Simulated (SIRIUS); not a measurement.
Crystal: W.

```
W
1.0
    -1.58234    1.58234    1.58234
     1.58234   -1.58234    1.58234
     1.58234    1.58234   -1.58234
W
1
Direct
  0.00000 0.00000 0.00000
```

Base run:

| Property | Result |
| --- | --- |
| Program | SIRIUS 7.12.0 |
| Functional | PBE |
| Potentials or basis | PseudoDojo 0.4.1 PBE standard (scalar relativistic) |
| Cutoff | 1030 eV |
| Density cutoff | 4119 eV |
| k mesh | 12 × 12 × 12 |
| Occupations | fermi-dirac, width 0.05 eV |
| Spin | no spin polarisation |

Its results: band gap on the k mesh none (metal or under the smearing width); pressure 5.9 GPa.

Q: After a change of settings the same cell gave: band gap on the k mesh none (metal or under the smearing width); pressure 15.4 GPa. Which change was it?
A. functional from PBE to AM05; libxc names from ["XC_GGA_X_PBE", "XC_GGA_C_PBE"] to ["XC_GGA_X_AM05", "XC_GGA_C_AM05"]
B. functional from PBE to revPBE; libxc names from ["XC_GGA_X_PBE", "XC_GGA_C_PBE"] to ["XC_GGA_X_PBE_R", "XC_GGA_C_PBE"]
C. functional from PBE to PBEsol; libxc names from ["XC_GGA_X_PBE", "XC_GGA_C_PBE"] to ["XC_GGA_X_PBE_SOL", "XC_GGA_C_PBE_SOL"]
D. functional from PBE to BLYP; libxc names from ["XC_GGA_X_PBE", "XC_GGA_C_PBE"] to ["XC_GGA_X_B88", "XC_GGA_C_LYP"]

A: D.

Caveats: the potentials were made for another functional, which shifts forces and pressure (some runs).

Not every run made on this cell is shown here.
